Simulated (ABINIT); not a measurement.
The system is NaCl.

```xyz
2
Lattice="0.0000 2.7941 2.7941 2.7941 0.0000 2.7941 2.7941 2.7941 0.0000" Properties=species:S:1:pos:R:3 pbc="T T T"
Cl    2.7941    2.7941    2.7941
Na    0.0000    0.0000    0.0000
```

The cell is a database's computed one.

Base run:

| Item | Value |
| --- | --- |
| Program | ABINIT 10.8.3 (patched build) |
| Functional | r2SCAN |
| Potentials or basis | Ansatz PAW PBE default generated set, frozen core |
| Cutoff | 490 eV |
| k mesh | 8 × 8 × 8 |
| Occupations | fermi-dirac, width 0.05 eV |
| Spin | no spin polarisation |

Its results: band gap on the k mesh 6.01 eV, direct; pressure 0.3 GPa.

**Question.** The run is repeated on the same cell with these changes: potentials or basis from Ansatz PAW PBE default generated set, frozen core to PseudoDojo NC SR PBE v0.4.1 standard; cutoff from 490 eV to 1442 eV. What comes out?

**Answer.** Band gap on the k mesh 5.95 eV, direct; pressure 0.2 GPa.

Caveats: the PAW data sets were made with another functional, which shifts forces and pressure a little (some runs); a meta-GGA on potentials with a model core is unreliable (some runs); the potentials were made for another functional, which shifts forces and pressure (some runs).

